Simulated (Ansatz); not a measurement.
Input for Ansatz (plane-wave DFT, PAW):

```yaml
crystal:
  lattice:
    - [4.4373006078, 0.0, 0.0]
    - [-2.2186503039, 3.8428150506, 0.0]
    - [0.0, 0.0, 6.58740432]
  atoms:
    - { symbol: Pb, position: [0.0, 0.0, 0.0] }
    - { symbol: I, position: [0.3333333333, 0.6666666667, 0.2825540328] }
    - { symbol: I, position: [0.6666666667, 0.3333333333, 0.7174459672] }
basis:
  ecutwfc: 420
kpoints:
  mp_grid: { grid: [9, 9, 4] }
hamiltonian:
  xc: pbe
scf:
  occupations: { method: gaussian, width: 0.02 }
output:
  forces: true
  stress: true
  eigenvalues: true
```

Launched with
```bash
ansatz run input.yaml --threads 1 --pin off --max-ram 1331MiB --backend cpu --events-out ev --progress --plain --runs-dir out
```

Computed with Ansatz 0.2.0, DFT PBE, scalar-relativistic, plane waves, PAW.

From the run's log, abridged:

```
Pseudopotentials: kind: paw
Pseudopotential: Pb, paw, valence charge 14, recommended cutoff 420 eV (normal)
Pseudopotential: I, paw, valence charge 17, recommended cutoff 420 eV (normal)
Functional definition: PBE
Crystal: 3 atoms, lattice volume = 112.327 Å³
Basis set: ecut = 420 eV, 2225 PW (Γ), exchange–correlation on 60×60×90 points (8 copies of the dense FFT grid, shifted against one another)
Bands: 29, of which v1, the nominal top of the filled ones, is band 24 counted from 1 (23 counted from 0)
Symmetry: 12 space group operations
Space group: P-3m1 (ITA 164), of the structure as read, at distance tolerance 4.8e-5 Å
k-points: 43 of 324
Initial density: superposition of atomic densities (neutral atoms: chi_scale 0, normalization atom), corrected by the library's trained network
Initial wavefunctions: pseudopotential atomic-orbital guess
Functional: x = pbe(κ = 0.804, μ = 0.21951497), c = pbe(β = 0.06672455)
SCF iter   1: F=—  HF=-26933.983986 eV  |F-HF|=—  |Δ(HF+E_count)|=         —  Δρ=6.43e-4  dr2=5.21e-4  ethr=1.77e-3  ⟨swp⟩=8.9  Hψ=6466  notcnv=0
SCF iter   2: F=—  HF=-26933.982324 eV  |F-HF|=—  |Δ(HF+E_count)|=   1.66e-3  Δρ=4.25e-4  dr2=1.85e-4  ethr=1.09e-6  ⟨swp⟩=2.9  Hψ=3034  notcnv=0  defer=42
SCF iter   3: F=—  HF=-26933.982348 eV  |F-HF|=—  |Δ(HF+E_count)|=   2.42e-5  Δρ=2.38e-4  dr2=4.79e-5  ethr=3.86e-7  ⟨swp⟩=2.9  Hψ=2182  notcnv=0
automatic band count: iteration 3 solves 28 bands in place of 29: the levels show a gap, and the empty bands left out lie too high to hold charge; the band table lists the bands solved (type scf.n_extra_bands for more)
SCF iter   4: F=—  HF=-26933.982411 eV  |F-HF|=—  |Δ(HF+E_count)|=   6.32e-5  Δρ=6.16e-5  dr2=3.65e-6  ethr=9.97e-8  ⟨swp⟩=2.0  Hψ=2240  notcnv=0
SCF iter   5: F=—  HF=-26933.982411 eV  |F-HF|=—  |Δ(HF+E_count)|=   5.44e-9  Δρ=3.08e-5  dr2=1.19e-6  ethr=7.61e-9  ⟨swp⟩=3.0  Hψ=2308  notcnv=0
SCF iter   6: F=-26933.982411 eV  HF=-26933.982411 eV  |F-HF|=2.71e-8  |Δ(HF+E_count)|=   2.44e-7  Δρ=7.21e-6  dr2=4.57e-8  ethr=2.08e-10  ⟨swp⟩=5.0  Hψ=6101  notcnv=0
SCF 1 converged in 6 iterations: F = -26933.982411 eV  dr2 = 4.57e-8
SCF converged after 6 iterations
Free energy (F): -26933.982411 eV
Harris-Foulkes:  -26933.982411 eV  (|F-HF|=2.71e-8)
Internal energy: -26933.982411 eV  (E = F + TS)
E sigma→0 (E₀):  -26933.982411 eV
Fermi energy:    7.855924 eV
--- Per-component energies (eV) ---
  E_band       = -810.105010
  E_kinetic    = 666.598085
  E_local      = -5082.595477  (includes V_loc(G=0)·N_el)
  E_nonlocal   = 167.970640
  E_hartree    = 2495.583538
  E_xc         = -478.408278
  E_vxc        = -391.334507  (∫ρ·V_xc dr)
  E_paw        = -20034.656550  (= ΣΔE_a)
  E_vpaw       = -1161.896169  (= ΣTr[D̂ρ^β])
  E_aug_tail   = -0.000022  (compensation charges beyond the density's cutoff)
  E_ewald      = -4668.474346
  E_smearing   =  0.000000  (= −TS)
--- Forces (eV/Å), atoms counted from 1 ---
  atom   1  Pb     0.00000000     0.00000000     0.00000000
  atom   2  I      0.00000000     0.00000000     0.16183535
  atom   3  I      0.00000000     0.00000000    -0.16183535
--- Stress (GPa, compression-positive) ---
        4.159796       0.000000       0.000000
        0.000000       4.159796       0.000000
        0.000000       0.000000       4.648283
  P = ⅓ Tr σ = 4.3226 GPa (43.226 kbar)
--- Band table (eV; the first three rows and the last of 43) ---
  k-point 0: bands = ["-37.5106", "-37.5105", "-37.5102", "-37.5102", "-37.5087", "-37.5087", "-37.5010", "-37.5010", "-37.5009", "-37.5009", "-9.5644", "-9.5644", "-9.5418", "-9.5332", "-9.5332", "-6.0731", "-5.0447", "-0.5552", "5.2718", "5.4520", "5.4520", "5.5146", "5.5146", "5.8579", "9.1819", "10.0578", "10.0578", "13.4580"]
  k-point 1: bands = ["-37.5106", "-37.5104", "-37.5101", "-37.5101", "-37.5088", "-37.5088", "-37.5010", "-37.5010", "-37.5009", "-37.5009", "-9.5644", "-9.5644", "-9.5417", "-9.5332", "-9.5332", "-5.9576", "-5.2308", "-0.3507", "4.5906", "5.2982", "5.2982", "5.7103", "5.7103", "6.4884", "9.0191", "9.8825", "9.8825", "12.9203"]
  k-point 2: bands = ["-37.5106", "-37.5104", "-37.5101", "-37.5101", "-37.5088", "-37.5088", "-37.5010", "-37.5010", "-37.5009", "-37.5009", "-9.5644", "-9.5644", "-9.5415", "-9.5332", "-9.5332", "-5.7148", "-5.5398", "-0.1343", "4.1604", "5.2323", "5.2323", "5.8203", "5.8203", "6.8819", "8.8300", "9.7188", "9.7188", "12.5867"]
  k-point 42: bands = ["-37.5106", "-37.5106", "-37.5102", "-37.5093", "-37.5093", "-37.5088", "-37.5009", "-37.5007", "-37.5007", "-37.5006", "-9.5909", "-9.5909", "-9.5300", "-9.5300", "-9.5235", "-5.0213", "-5.0213", "-1.0307", "3.0965", "3.0965", "3.4203", "5.8769", "5.8769", "6.6361", "9.7517", "9.7517", "10.6515", "13.6368"]
```

Self-consistency was reached.

Spin–orbit coupling is left out, which can shift energies with elements as heavy as these.